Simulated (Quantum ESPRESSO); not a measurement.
## MgO under changes of volume

One of the cells (9.221 Å³/atom); the others are scaled copies at fixed shape and fractional positions:

```xyz
2
Lattice="0.0000 2.0970 2.0970 2.0970 0.0000 2.0970 2.0970 2.0970 0.0000" Properties=species:S:1:pos:R:3 pbc="T T T"
Mg    0.0000    0.0000    0.0000
O     2.0970    2.0970    2.0970
```

The cell is a database's computed one.

```yaml
Program: Quantum ESPRESSO 7.5
Functional: rev-vdW-DF2
Potentials_or_basis: PseudoDojo 0.4.1 SR PBE standard
Cutoff: 1143 eV
Density_cutoff: 4572 eV
k_mesh: 11 × 11 × 11
Occupations: fermi-dirac, width 0.05 eV
Spin: no spin polarisation
```

| volume (Å³/atom) | energy over the lowest point (meV/atom) | pressure (GPa) | gap on the mesh (eV) |
| --- | --- | --- | --- |
| 8.668 | 38.11 | 16.3 | 5.57 |
| 8.853 | 21.78 | 11.9 | 5.35 |
| 9.037 | 10.29 | 7.9 | 5.13 |
| 9.221 | 3.17 | 4.3 | 4.93 |
| 9.406 | 0.00 | 1.1 | 4.74 |
| 9.590 | 0.41 | -1.9 | 4.55 |
| 9.775 | ? | ? | ? |

Q: What does the run at 9.775 Å³/atom give?

A: Energy over the lowest point 4.07 meV/atom; pressure -4.6 GPa; gap on the mesh 4.37 eV.

Worked out: A Birch-Murnaghan fit of order 3 (a polynomial in V^(-2/3)) to the other rows has its minimum at 9.47 Å³/atom with B0 = V·E''(V) = 155 GPa and B' = 3.9. It gives 4.13 meV/atom at 9.775 Å³/atom, against the run's 4.07, and -dE/dV = -4.6 GPa, against -4.6. A straight line through the other rows of the gap, of slope -10.1 eV per unit of ln V (its deformation potential), extrapolates to 4.35 eV, against the run's 4.37.

Energies are extrapolated to zero smearing.

Caveats: the potentials were made for another functional, which shifts forces and pressure.
